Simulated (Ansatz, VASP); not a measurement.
## Two plane-wave programs on W

```
W
1.0
     0.00000    2.03000    1.94880
     2.03000    0.00000    1.94880
     2.03000    2.03000    0.00000
W
1
Cartesian
  0.0000 0.0000 0.0000
```

Change from the starting cell: strain -0.0400 x Voigt [0, 0, 1, 0, 0, 0], atoms carried along.

Alike in both runs: task single point; functional PBE; k mesh 20 × 20 × 20; occupations gaussian, width 0.15 eV; no spin polarisation.

|  | VASP | Ansatz |
| --- | --- | --- |
| version | VASP 6.6.1 | Ansatz 0.2.0 |
| potentials or method | VASP PAW PBE potentials, release 64 (W_sv) | scalar-relativistic, plane waves, PAW |
| plane-wave cutoff (eV) | 520 | 420 |
| valence electrons in the cell | 14 | 14 |

```csv
,VASP,Ansatz,Ansatz less VASP
gap on the k mesh at the Fermi level (eV),none,none,-
pressure (GPa),7.6,7.0,-0.60
largest component of the traceless stress (GPa),9.22,9.13,-0.082
```

A gap of «none» marks a metal or a gap that the smearing closes. The functional is the same, so the differences come from potentials, cutoffs and numerics.

Spin-orbit coupling is left out, which matters for the levels of W.
